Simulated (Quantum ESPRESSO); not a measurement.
Crystal: ScAl3.

```
Sc Al
1.0
     4.08781    0.00000    0.00000
     0.00000    4.08781    0.00000
     0.00000    0.00000    4.08781
Sc Al
1 3
Direct
  0.00000 0.00000 0.00000
  0.50000 0.50000 0.00000
  0.00000 0.50000 0.50000
  0.50000 0.00000 0.50000
```

The cell is a database's computed one.

| Property | Result |
| --- | --- |
| Program | Quantum ESPRESSO 7.5 |
| Task | phonons |
| Functional | LDA |
| Potentials or basis | GBRV 1.5 LDA |
| Cutoff | 612 eV |
| Density cutoff | 4898 eV |
| k mesh | 7 × 7 × 7 |
| Occupations | cold, width 0.2 eV |
| Spin | no spin polarisation |
| Target pressure | 3 GPa |
| Form of the LDA correlation | PZ81 |
| Mixing beta | 0.5 |
| Most SCF iterations | 120 |
| SCF threshold | 8e-10 Ry |

The cell and the atoms were relaxed first at 3 GPa, to 15.88 Å³/atom (a = 3.990 Å, b = 3.990 Å, c = 3.990 Å, α = 90.00°, β = 90.00°, γ = 90.00°), and the response was taken there.

**Question.** Where do the zone-centre optical modes lie?

**Answer.** T1u at 259 cm⁻¹ (IR); T2u at 275 cm⁻¹ (silent); T1u at 362 cm⁻¹ (IR).

Optical modes at Γ, degenerate ones joined:
| cm⁻¹ | components | symmetry | active in |
| --- | --- | --- | --- |
| 259 | 3 | T1u | IR |
| 275 | 3 | T2u | silent |
| 362 | 3 | T1u | IR |

Caveat: the mesh is thin for the phonons of a metal.
